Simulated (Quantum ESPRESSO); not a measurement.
# Zn (Im-3m) in Quantum ESPRESSO: further runs

One crystal, Zn, is run at these levels: PBEsol; tasks: single point, equation of state.

All numbers are computed with Quantum ESPRESSO 7.5; they aren't measurements. Logs are shortened: lines on timing, memory, paths and dates and some standing lists are left out, and cuts for length are marked.

## Step 1: Starting point

It takes space group Im-3m (No. 229, cubic). Conventional cell: a = 3.138 Å, b = 3.138 Å, c = 3.138 Å, α = 90.00°, β = 90.00°, γ = 90.00°. Around Zn (site symmetry m-3m) lie 8 Zn at 2.72 Å.

This isn't the form of Zn at room conditions, which is hcp.

## Step 2: Single point, PBEsol, 14.52 Å³/atom

Input file pw.in:

```
&CONTROL
  calculation = 'scf'
  prefix = 'pwscf'
  outdir = './tmp'
  pseudo_dir = './pseudo'
  tstress = .true.
  disk_io = 'nowf'
/
&SYSTEM
  ibrav = 0
  nat = 1
  ntyp = 1
  ecutwfc = 56
  ecutrho = 448
  nbnd = 16
  occupations = 'smearing'
  smearing = 'fd'
  degauss = 0.00367493
/
&ELECTRONS
  conv_thr = 2d-10
  electron_maxstep = 120
  mixing_beta = 0.5
/
ATOMIC_SPECIES
Zn    65.3800 zn_pbesol_v1.uspp.F.UPF
CELL_PARAMETERS angstrom
  -1.5370068493    1.5370068493    1.5370068493
   1.5370068493   -1.5370068493    1.5370068493
   1.5370068493    1.5370068493   -1.5370068493
ATOMIC_POSITIONS crystal
Zn     0.0000000000    0.0000000000    0.0000000000
K_POINTS automatic
12 12 12 0 0 0
```

Potentials or basis: GBRV 1.5 PBEsol.

On the command line:

```console
OMP_NUM_THREADS=1 mpirun -n 2 pw.x -nk 2 -in pw.in > pw.out
```

pw.out:

```text
This program is part of the open-source Quantum ESPRESSO suite
     for quantum simulation of materials; please cite
         "P. Giannozzi et al., J. Phys.:Condens. Matter 21 395502 (2009);
         "P. Giannozzi et al., J. Phys.:Condens. Matter 29 465901 (2017);
         "P. Giannozzi et al., J. Chem. Phys. 152 154105 (2020);
     in publications or presentations arising from this work. More details at

     Message from routine setup:
     using ibrav=0 with symmetry is DISCOURAGED, use correct ibrav instead

     K-points division:     npool     =       2
     Subspace diagonalization in iterative solution of the eigenvalue problem:
     a serial algorithm will be used

     G-vector sticks info
     --------------------
     sticks:   dense  smooth     PW     G-vecs:    dense   smooth      PW
     Sum         841     415    169                15683     5473    1409

     Using Slab Decomposition

     bravais-lattice index     =            0
     lattice parameter (alat)  =       5.0308  a.u.
     unit-cell volume          =      98.0131 (a.u.)^3
     number of atoms/cell      =            1
     number of atomic types    =            1
     number of electrons       =        20.00
     number of Kohn-Sham states=           16
     kinetic-energy cutoff     =      56.0000  Ry
     charge density cutoff     =     448.0000  Ry
     scf convergence threshold =      2.0E-10
     mixing beta               =       0.5000
     number of iterations used =            8  plain     mixing
     Exchange-correlation= SLA  PW   PSX  PSC
                           (   1   4  10   8   0   0   0)

     celldm(1)=   5.030780  celldm(2)=   0.000000  celldm(3)=   0.000000
     celldm(4)=   0.000000  celldm(5)=   0.000000  celldm(6)=   0.000000

     crystal axes: (cart. coord. in units of alat)
               a(1) = (  -0.577350   0.577350   0.577350 )
               a(2) = (   0.577350  -0.577350   0.577350 )
               a(3) = (   0.577350   0.577350  -0.577350 )

     reciprocal axes: (cart. coord. in units 2 pi/alat)
               b(1) = ( -0.000000  0.866025  0.866025 )
               b(2) = (  0.866025 -0.000000  0.866025 )
               b(3) = (  0.866025  0.866025  0.000000 )

     PseudoPot. # 1 for Zn read from file:
     zn_pbesol_v1.uspp.F.UPF
     Pseudo is Ultrasoft, Zval = 20.0
     Generated by new atomic code, or converted to UPF format
     Using radial grid of  943 points,  6 beta functions with:
                l(1) =   0
                l(2) =   0
                l(3) =   1
                l(4) =   1
                l(5) =   2
                l(6) =   2
     Q(r) pseudized with  8 coefficients,  rinner =    1.100   1.100   1.100
                                                       1.100   1.100

     atomic species   valence    mass     pseudopotential
     Zn               20.00    65.38000     Zn( 1.00)

     48 Sym. Ops., with inversion, found

   Cartesian axes

     site n.     atom                  positions (alat units)
         1        Zn     tau(   1) = (   0.0000000   0.0000000   0.0000000  )

     number of k points=    72  Fermi-Dirac smearing, width (Ry)=  0.0037
                       cart. coord. in units 2pi/alat
        k(    1) = (   0.0000000   0.0000000   0.0000000), wk =   0.0011574
        k(    2) = (   0.0721688   0.0721688   0.0000000), wk =   0.0138889
        k(    3) = (   0.1443376   0.1443376   0.0000000), wk =   0.0138889
        k(    4) = (   0.2165064   0.2165064   0.0000000), wk =   0.0138889
        k(    5) = (   0.2886751   0.2886751   0.0000000), wk =   0.0138889
        k(    6) = (   0.3608439   0.3608439   0.0000000), wk =   0.0138889
[... 64 lines left out ...]
        k(   71) = (  -0.8660254  -0.0721688  -0.0721688), wk =   0.0138889
        k(   72) = (  -0.8660254  -0.8660254  -0.8660254), wk =   0.0011574

     Dense  grid:    15683 G-vectors     FFT dimensions: (  36,  36,  36)

     Smooth grid:     5473 G-vectors     FFT dimensions: (  24,  24,  24)

     Initial potential from superposition of free atoms

     starting charge      19.9999, renormalised to      20.0000
     Starting wfcs are   13 randomized atomic wfcs +    3 random wfcs

     Self-consistent Calculation

     iteration #  1     ecut=    56.00 Ry     beta= 0.50
     Davidson diagonalization with overlap
     ethr =  1.00E-02,  avg # of iterations =  3.8

     Threshold (ethr) on eigenvalues was too large:
     Diagonalizing with lowered threshold

     Davidson diagonalization with overlap
     ethr =  1.90E-04,  avg # of iterations =  1.6

     total energy              =    -461.22198486 Ry
     estimated scf accuracy    <       0.03749227 Ry

     iteration #  2     ecut=    56.00 Ry     beta= 0.50
     Davidson diagonalization with overlap
     ethr =  1.87E-04,  avg # of iterations =  2.1

     total energy              =    -461.23226935 Ry
     estimated scf accuracy    <       0.01956582 Ry

     iteration #  3     ecut=    56.00 Ry     beta= 0.50
     Davidson diagonalization with overlap
     ethr =  9.78E-05,  avg # of iterations =  2.0

     total energy              =    -461.23552297 Ry
     estimated scf accuracy    <       0.00055912 Ry

     iteration #  4     ecut=    56.00 Ry     beta= 0.50
     Davidson diagonalization with overlap
     ethr =  2.80E-06,  avg # of iterations =  2.2

     total energy              =    -461.23554161 Ry
     estimated scf accuracy    <       0.00001753 Ry

     iteration #  5     ecut=    56.00 Ry     beta= 0.50
     Davidson diagonalization with overlap
     ethr =  8.77E-08,  avg # of iterations =  2.0

     total energy              =    -461.23554772 Ry
     estimated scf accuracy    <       0.00000695 Ry

     iteration #  6     ecut=    56.00 Ry     beta= 0.50
     Davidson diagonalization with overlap
     ethr =  3.47E-08,  avg # of iterations =  2.2

     total energy              =    -461.23554909 Ry
     estimated scf accuracy    <          6.6E-09 Ry

     iteration #  7     ecut=    56.00 Ry     beta= 0.50
     Davidson diagonalization with overlap
     ethr =  3.28E-11,  avg # of iterations =  2.0

     total energy              =    -461.23554910 Ry
     estimated scf accuracy    <          1.6E-09 Ry

     iteration #  8     ecut=    56.00 Ry     beta= 0.50
[... 36 lines left out ...]

  -112.1109 -66.4395 -66.4224 -66.4111   5.6383   6.0478   6.9170   6.9833
     7.3231  11.3445  13.3933  25.9889  27.2399  29.9300  31.6366  42.4171

          k = 0.1443 0.0722 0.0722 (   678 PWs)   bands (ev):

  -112.1133 -66.4172 -66.4132 -66.4121   4.0755   6.3422   6.3696   6.5699
     6.8876   6.9554  28.9813  29.0441  31.2328  34.0129  34.4185  35.6667

          k = 0.2165 0.1443 0.0722 (   681 PWs)   bands (ev):

  -112.1126 -66.4230 -66.4154 -66.4122   4.8851   6.2734   6.3907   6.8100
     6.8515   6.9808  24.7819  27.2423  29.4839  33.0136  34.6651  35.8140

          k = 0.2887 0.2165 0.0722 (   684 PWs)   bands (ev):

  -112.1119 -66.4296 -66.4184 -66.4121   5.6006   6.1859   6.6646   6.8540
     6.9763   7.3880  20.8499  25.8343  28.0638  32.0932  34.2186  36.8064

          k = 0.3608 0.2887 0.0722 (   686 PWs)   bands (ev):

  -112.1112 -66.4352 -66.4211 -66.4120   5.7249   6.1117   6.8722   6.9287
     7.0897   8.8668  17.2994  24.8412  27.0747  31.4755  33.7350  38.4345

          k = 0.4330 0.3608 0.0722 (   692 PWs)   bands (ev):

  -112.1109 -66.4385 -66.4226 -66.4120   5.7013   6.0699   6.9064   6.9436
     7.2303  10.9519  14.2849  24.3228  26.5685  31.1684  33.4853  40.3331

          k = 0.2887 0.1443 0.1443 (   686 PWs)   bands (ev):

  -112.1120 -66.4283 -66.4174 -66.4132   5.6170   6.2853   6.3296   6.8318
     6.9754   7.3874  23.0807  23.3492  28.0692  33.5664  34.4814  38.0008

          k = 0.3608 0.2165 0.1443 (   691 PWs)   bands (ev):

  -112.1113 -66.4329 -66.4205 -66.4136   5.8809   6.1952   6.5828   6.8539
     7.0189   8.6009  19.4780  22.0643  26.9720  33.1144  35.4969  38.1849

          k = 0.4330 0.2887 0.1443 (   697 PWs)   bands (ev):

  -112.1109 -66.4361 -66.4233 -66.4137   5.8605   6.1342   6.7536   6.8979
     7.0869  10.5199  16.1562  21.3400  26.2840  32.6771  36.8894  38.1098

          k = 0.5052 0.3608 0.1443 (   694 PWs)   bands (ev):

  -112.1107 -66.4372 -66.4244 -66.4137   5.8378   6.1146   6.7921   6.9119
     7.1325  12.4093  13.8129  21.0940  26.0498  32.5267  37.2467  39.0891

          k = 0.4330 0.2165 0.2165 (   689 PWs)   bands (ev):

  -112.1109 -66.4346 -66.4239 -66.4145   5.9620   6.2207   6.5595   6.8844
     7.0463  10.3751  18.4278  18.6748  26.1840  34.2285  35.3373  41.9056

          k = 0.5052 0.2887 0.2165 (   701 PWs)   bands (ev):

  -112.1106 -66.4347 -66.4270 -66.4149   5.9627   6.2226   6.5710   6.9297
     7.0550  12.6090  15.4569  18.0703  25.7755  34.3083  36.7999  39.4331

          k = 0.5774 0.2887 0.2887 (   712 PWs)   bands (ev):

  -112.1105 -66.4313 -66.4313 -66.4153   5.9917   6.3834   6.3834   6.9933
     6.9933  15.0054  15.0054  15.4903  25.6008  36.0706  36.0706  37.9051

          k = 0.1443 0.1443 0.1443 (   682 PWs)   bands (ev):

  -112.1128 -66.4223 -66.4131 -66.4131   4.7003   6.2947   6.2947   6.8230
     6.9171   6.9171  26.9189  27.1795  27.1795  36.3910  36.3910  36.4942

          k = 0.2165 0.2165 0.1443 (   689 PWs)   bands (ev):

  -112.1121 -66.4280 -66.4159 -66.4131   5.5220   6.2051   6.3136   6.8968
     6.9461   7.3025  23.0099  25.3943  25.6974  35.8318  36.3231  37.7103

          k = 0.2887 0.2887 0.1443 (   686 PWs)   bands (ev):

  -112.1115 -66.4330 -66.4193 -66.4130   5.8399   6.1247   6.6535   6.9066
     6.9680   8.4029  19.2759  24.1702  24.6205  34.9099  35.7608  39.4464
[... 178 lines left out ...]
  -112.1108 -66.4251 -66.4251 -66.4251   6.2452   6.2452   6.2452   6.9927
     6.9927  16.4135  16.5849  16.5849  16.5849  46.4242  46.4246  46.4248

          k = 0.0000 0.0000 0.4330 (   703 PWs)   bands (ev):

  -112.1110 -66.4255 -66.4226 -66.4226   6.1034   6.3813   6.6063   6.6063
     6.8153   8.3517  23.5039  23.5039  25.5043  25.9653  39.5161  39.5161

          k =-0.0000-0.0722 0.5052 (   702 PWs)   bands (ev):

  -112.1103 -66.4306 -66.4254 -66.4231   6.1326   6.2402   6.6242   6.7333
     7.0087   9.8176  20.5681  22.1955  24.8351  26.4961  36.6205  38.6241

          k = 0.0000-0.1443 0.5774 (   698 PWs)   bands (ev):

  -112.1098 -66.4350 -66.4274 -66.4227   6.0269   6.2153   6.5979   6.8098
     7.2024  11.8386  17.3174  21.3637  24.3289  28.3397  33.4582  38.0143

          k = 0.0722-0.0722 0.5774 (   691 PWs)   bands (ev):

  -112.1097 -66.4332 -66.4285 -66.4242   6.0914   6.1079   6.6658   6.8695
     7.1265  11.6042  19.5093  19.6380  25.5494  25.8760  33.2932  38.5302

          k =-0.8660-0.2165-0.2165 (   692 PWs)   bands (ev):

  -112.1096 -66.4367 -66.4281 -66.4225   5.9783   6.2147   6.5864   6.8313
     7.2784  14.0161  14.7219  21.0769  24.1582  30.6157  30.7546  37.8108

          k =-0.7939-0.1443-0.2165 (   695 PWs)   bands (ev):

  -112.1094 -66.4352 -66.4305 -66.4242   6.0007   6.0885   6.6489   6.9675
     7.2208  13.8583  16.5736  19.0522  25.3249  27.7665  30.3167  38.1994

          k =-0.7217-0.1443-0.1443 (   694 PWs)   bands (ev):

  -112.1093 -66.4336 -66.4336 -66.4244   6.0162   6.0162   6.6420   7.1402
     7.1402  16.2440  16.2440  16.4308  27.4726  27.6133  27.6133  38.0649

          k =-0.0000-0.0000 0.5774 (   707 PWs)   bands (ev):

  -112.1097 -66.4304 -66.4282 -66.4282   6.0734   6.0738   6.8522   6.8522
     7.0258  11.3550  20.8574  20.8574  23.7964  24.2970  33.1426  42.0243

          k = 0.0000-0.0722 0.6495 (   696 PWs)   bands (ev):

  -112.1092 -66.4337 -66.4303 -66.4284   5.9530   5.9898   6.8955   6.9647
     7.1781  13.3612  18.5495  20.0002  23.5500  25.0280  29.9707  41.7456

          k =-0.8660-0.1443-0.1443 (   696 PWs)   bands (ev):

  -112.1090 -66.4353 -66.4310 -66.4282   5.9057   5.9610   6.8931   7.0041
     7.2561  15.6810  15.9182  19.7033  23.4118  27.2231  27.2285  41.5509

          k =-0.7939-0.0722-0.1443 (   695 PWs)   bands (ev):

  -112.1089 -66.4343 -66.4327 -66.4291   5.8836   5.9007   6.9354   7.1220
     7.2166  15.5368  17.9906  18.0293  24.5113  24.7868  27.0418  42.0362

          k = 0.0000 0.0000 0.7217 (   691 PWs)   bands (ev):

  -112.1087 -66.4331 -66.4323 -66.4323   5.8392   5.8543   7.1148   7.1148
     7.1784  15.2716  19.1203  19.1203  22.9027  23.3511  26.8614  44.9770

          k =-0.8660-0.0722-0.0722 (   692 PWs)   bands (ev):

  -112.1086 -66.4342 -66.4331 -66.4324   5.7970   5.8041   7.1386   7.1708
     7.2398  17.4552  17.4571  18.8142  22.9421  24.2317  24.4336  45.3504

          k =-0.8660-0.8660-0.8660 (   682 PWs)   bands (ev):

  -112.1084 -66.4339 -66.4339 -66.4339   5.7514   5.7514   7.2339   7.2339
     7.2339  18.5041  18.5041  18.5041  22.4333  23.0463  23.0463  47.3455

     the Fermi energy is    14.2829 ev

!    total energy              =    -461.23554910 Ry
     estimated scf accuracy    <          5.3E-12 Ry
     smearing contrib. (-TS)   =      -0.00028160 Ry
     internal energy E=F+TS    =    -461.23526749 Ry

     The total energy is F=E-TS. E is the sum of the following terms:
     one-electron contribution =    -353.16712584 Ry
     hartree contribution      =     184.25598364 Ry
     xc contribution           =     -41.73325675 Ry
     ewald contribution        =    -250.59086855 Ry

     convergence has been achieved in   8 iterations

     Computing stress (Cartesian axis) and pressure

          total   stress  (Ry/bohr**3)                   (kbar)     P=      -14.10
  -0.00009588   0.00000000   0.00000000          -14.10        0.00        0.00
   0.00000000  -0.00009588   0.00000000            0.00      -14.10        0.00
   0.00000000   0.00000000  -0.00009588            0.00        0.00      -14.10

=------------------------------------------------------------------------------=
   JOB DONE.
=------------------------------------------------------------------------------=
```

It took 5.7 s on 2 MPI ranks of Intel Xeon Platinum 8488C (Sapphire Rapids), shared host; peak memory 0.16 GiB.

Results:

```
Free energy            : -6275.4293 eV
Pressure               : -1.4 GPa
Band gap on the k mesh : none (metal or under the smearing width)
```

## Step 3: Single point, PBEsol, 14.83 Å³/atom

Edit pw.in of step 2 so:

```diff
@@ -27,5 +27,5 @@
 CELL_PARAMETERS angstrom
-  -1.5370068493    1.5370068493    1.5370068493
-   1.5370068493   -1.5370068493    1.5370068493
-   1.5370068493    1.5370068493   -1.5370068493
+  -1.5478311978    1.5478311978    1.5478311978
+   1.5478311978   -1.5478311978    1.5478311978
+   1.5478311978    1.5478311978   -1.5478311978
 ATOMIC_POSITIONS crystal
```

Potentials or basis: GBRV 1.5 PBEsol.

On the command line:

```console
OMP_NUM_THREADS=1 mpirun -n 2 pw.x -nk 2 -in pw.in > pw.out
```

It took 4.9 s on 2 MPI ranks of Intel Xeon Platinum 8488C (Sapphire Rapids), shared host; peak memory 0.16 GiB.

It converged, with:

```yaml
Free_energy: -6275.4255 eV
Pressure: -2.9 GPa
Band_gap_on_the_k_mesh: none (metal or under the smearing width)
```

## Step 4: Single point, PBEsol, 15.14 Å³/atom

Edit pw.in of step 3 so:

```diff
@@ -27,5 +27,5 @@
 CELL_PARAMETERS angstrom
-  -1.5478311978    1.5478311978    1.5478311978
-   1.5478311978   -1.5478311978    1.5478311978
-   1.5478311978    1.5478311978   -1.5478311978
+  -1.5585062330    1.5585062330    1.5585062330
+   1.5585062330   -1.5585062330    1.5585062330
+   1.5585062330    1.5585062330   -1.5585062330
 ATOMIC_POSITIONS crystal
```

On the command line:

```console
OMP_NUM_THREADS=1 mpirun -n 2 pw.x -nk 2 -in pw.in > pw.out
```

Wall time 5.2 s (2 MPI ranks of Intel Xeon Platinum 8488C (Sapphire Rapids), shared host); peak memory 0.16 GiB.

Results (log left out):

| Property | Result |
| --- | --- |
| Free energy | -6275.4190 eV |
| Pressure | -4.1 GPa |
| Band gap on the k mesh | none (metal or under the smearing width) |

## Step 5: Single point, PBEsol, 15.45 Å³/atom

Edit pw.in of step 4 so:

```diff
@@ -27,5 +27,5 @@
 CELL_PARAMETERS angstrom
-  -1.5585062330    1.5585062330    1.5585062330
-   1.5585062330   -1.5585062330    1.5585062330
-   1.5585062330    1.5585062330   -1.5585062330
+  -1.5690370000    1.5690370000    1.5690370000
+   1.5690370000   -1.5690370000    1.5690370000
+   1.5690370000    1.5690370000   -1.5690370000
 ATOMIC_POSITIONS crystal
```

On the command line:

```console
OMP_NUM_THREADS=1 mpirun -n 2 pw.x -nk 2 -in pw.in > pw.out
```

It took 5 s on 2 MPI ranks of Intel Xeon Platinum 8488C (Sapphire Rapids), shared host; peak memory 0.16 GiB.

It converged, with:

```
Free energy            : -6275.4102 eV
Pressure               : -5.2 GPa
Band gap on the k mesh : none (metal or under the smearing width)
```

## Step 6: Single point, PBEsol, 15.76 Å³/atom

Edit pw.in of step 5 so:

```diff
@@ -27,5 +27,5 @@
 CELL_PARAMETERS angstrom
-  -1.5690370000    1.5690370000    1.5690370000
-   1.5690370000   -1.5690370000    1.5690370000
-   1.5690370000    1.5690370000   -1.5690370000
+  -1.5794282763    1.5794282763    1.5794282763
+   1.5794282763   -1.5794282763    1.5794282763
+   1.5794282763    1.5794282763   -1.5794282763
 ATOMIC_POSITIONS crystal
```

Potentials or basis: GBRV 1.5 PBEsol.

On the command line:

```console
OMP_NUM_THREADS=1 mpirun -n 2 pw.x -nk 2 -in pw.in > pw.out
```

It took 5.2 s on 2 MPI ranks of Intel Xeon Platinum 8488C (Sapphire Rapids), shared host; peak memory 0.16 GiB.

The run converged. Its results:

```yaml
Free_energy: -6275.3995 eV
Pressure: -6.2 GPa
Band_gap_on_the_k_mesh: none (metal or under the smearing width)
```

## Step 7: Single point, PBEsol, 16.07 Å³/atom

Edit pw.in of step 6 so:

```diff
@@ -27,5 +27,5 @@
 CELL_PARAMETERS angstrom
-  -1.5794282763    1.5794282763    1.5794282763
-   1.5794282763   -1.5794282763    1.5794282763
-   1.5794282763    1.5794282763   -1.5794282763
+  -1.5896845915    1.5896845915    1.5896845915
+   1.5896845915   -1.5896845915    1.5896845915
+   1.5896845915    1.5896845915   -1.5896845915
 ATOMIC_POSITIONS crystal
```

On the command line:

```console
OMP_NUM_THREADS=1 mpirun -n 2 pw.x -nk 2 -in pw.in > pw.out
```

Wall time 5.2 s (2 MPI ranks of Intel Xeon Platinum 8488C (Sapphire Rapids), shared host); peak memory 0.16 GiB.

Results (log left out):

```yaml
Free_energy: -6275.3870 eV
Pressure: -7.0 GPa
Band_gap_on_the_k_mesh: none (metal or under the smearing width)
```

## Step 8: Single point, PBEsol, 16.38 Å³/atom

Edit pw.in of step 7 so:

```diff
@@ -27,5 +27,5 @@
 CELL_PARAMETERS angstrom
-  -1.5896845915    1.5896845915    1.5896845915
-   1.5896845915   -1.5896845915    1.5896845915
-   1.5896845915    1.5896845915   -1.5896845915
+  -1.5998102441    1.5998102441    1.5998102441
+   1.5998102441   -1.5998102441    1.5998102441
+   1.5998102441    1.5998102441   -1.5998102441
 ATOMIC_POSITIONS crystal
```

On the command line:

```console
OMP_NUM_THREADS=1 mpirun -n 2 pw.x -nk 2 -in pw.in > pw.out
```

Wall time 5.5 s (2 MPI ranks of Intel Xeon Platinum 8488C (Sapphire Rapids), shared host); peak memory 0.16 GiB.

The run converged. Its results:

```yaml
Free_energy: -6275.3730 eV
Pressure: -7.8 GPa
Band_gap_on_the_k_mesh: none (metal or under the smearing width)
```

## Step 9: Equation of state, PBEsol

Potentials or basis: GBRV 1.5 PBEsol.

No new run: the results of the series are fitted here.

What came out:

* Equilibrium volume: 14.28 Å³/atom (rough: see the caveat)
* Bulk modulus: 78 GPa (rough)

Energy against volume, from the lowest point:
| volume (Å³/atom) | energy (meV/atom) |
| --- | --- |
| 14.524 | 0.00 |
| 14.833 | 3.89 |
| 15.142 | 10.37 |
| 15.451 | 19.11 |
| 15.760 | 29.85 |
| 16.069 | 42.34 |
| 16.378 | 56.32 |

Caveat: the minimum lies outside the volumes run.
